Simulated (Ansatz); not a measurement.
Reactions of C$_{4}$H$_{10}$O, SMILES `CCCOC`.

Computed with Ansatz on PBE0-D4/def2-TZVP structures; ΔE is electronic, products minus reactants. CBS: MP2 limit from def2 TZ/QZ plus the TZ coupled-cluster correction, frozen cores. This one scheme is used for every species. Functionals use def2-TZVPP. No spin–orbit coupling; open shells (•) take unrestricted orbitals. def2 core potentials past Kr. For Ga, Ge, Sb, Se outer-core shells are correlated without core-valence functions, which leaves a few kJ/mol of doubt a bond. Scalar relativity is left out up to krypton. One conformer a species, not always the lowest.

```tsv
reaction	CCSD/CBS(def2) (kcal/mol)	PBE0-D4 (kcal/mol)	CCSD(T)/CBS(def2) (kcal/mol)
`CCCOC` + `C[SiH2][GeH3]` → `C[SiH2][GeH2][CH3]` + `CCOC`	-6.6	-6.4	-6.8
`CCCOC` → `CCOC` + `[CH2]` (triplet)	101.4	103.1	104.0
`CCCOC` + H₂Se → `COC[SeH]` + `CC`	2.4	1.0	1.6
`CCCOC` → `[CH2]COC`• + `[CH3]`•	94.9	94.8	97.5
`CCCOC` + `[NH2][SbH2]` → `CC[NH][SbH2]` + `COC`	9.4	9.0	9.1
`CCCOC` → `CCOCC`	-1.8	-2.0	-1.9
`CCCOC` + `[BH2][GaH][OH]` → `[BH2][GaH][O]CC` + `COC`	13.2	12.5	13.2
```

Largest T1 diagnostic: 0.015, for `[BH2][GaH][OH]`.
